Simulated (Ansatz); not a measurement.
Crystal: Zr.

```
Zr
1.0
     3.23200    0.00000    0.00000
    -1.61600    2.79899    0.00000
     0.00000    0.00000    5.14700
Zr
2
Cartesian
  -0.0078 1.8869 1.3068
  1.6238 0.9121 3.8402
```

The cell isn't the ideal one: atom 2 moved 0.06 Å.

Base run:

| Quantity | Value |
| --- | --- |
| Program | Ansatz 0.2.0 |
| Functional | RPBE |
| Potentials or basis | Ansatz PAW |
| Cutoff | 420 eV (not typed: the program's choice for these potentials) |
| k mesh | 9 × 9 × 5 |
| Occupations | fermi-dirac, width 0.05 eV |
| Spin | no spin polarisation |

Its results: band gap on the k mesh none (metal or under the smearing width); pressure 2.8 GPa; largest force 0.173 eV/Å.

Question: After a change of settings the same cell gave: band gap on the k mesh none (metal or under the smearing width); pressure -6.0 GPa; largest force 0.141 eV/Å. Which change was it?
A. functional from RPBE to LDA
B. functional from RPBE to r2SCAN; cutoff from 420 eV (not typed: the program's choice for these potentials) to 500 eV (not typed: the program's choice for these potentials)
C. functional from RPBE to PBEsol
D. functional from RPBE to BLYP

Answer: A.

LDA binds more tightly than RPBE, so the same cell stands under less pressure.

Caveats: the PAW data sets come from PBE, with cores solved anew for the run's functional, which leaves a small shift of forces and pressure.
